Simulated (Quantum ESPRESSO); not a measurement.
The system is NaI.

```
CELL_PARAMETERS angstrom
0.00000 3.23640 3.23640
3.23640 0.00000 3.23640
3.23640 3.23640 0.00000
ATOMIC_POSITIONS crystal
I 0.50000 0.50000 0.50000
Na 0.00000 0.00000 0.00000
```

Base run:

- Program: Quantum ESPRESSO 7.5
- Functional: PBE
- Potentials or basis: PseudoDojo 0.4.1 SR PBE standard
- Cutoff: 1197 eV
- Density cutoff: 4789 eV
- k mesh: 7 × 7 × 7
- Occupations: fermi-dirac, width 0.05 eV
- Spin: no spin polarisation

Its results: band gap on the k mesh 3.64 eV, direct; pressure 0.4 GPa.

Task: The run is repeated on the same cell with these changes: potentials or basis from PseudoDojo 0.4.1 SR PBE standard to PseudoDojo 0.4 FR PBE standard; spin from no spin polarisation to spin-orbit coupling, no magnetisation. What comes out?

Result: Band gap on the k mesh 3.30 eV, direct; pressure 0.5 GPa.

Spin-orbit coupling splits the band edges, which narrows the gap.

Caveats: spin-orbit coupling is left out, which moves the levels of the heavy elements (some runs).
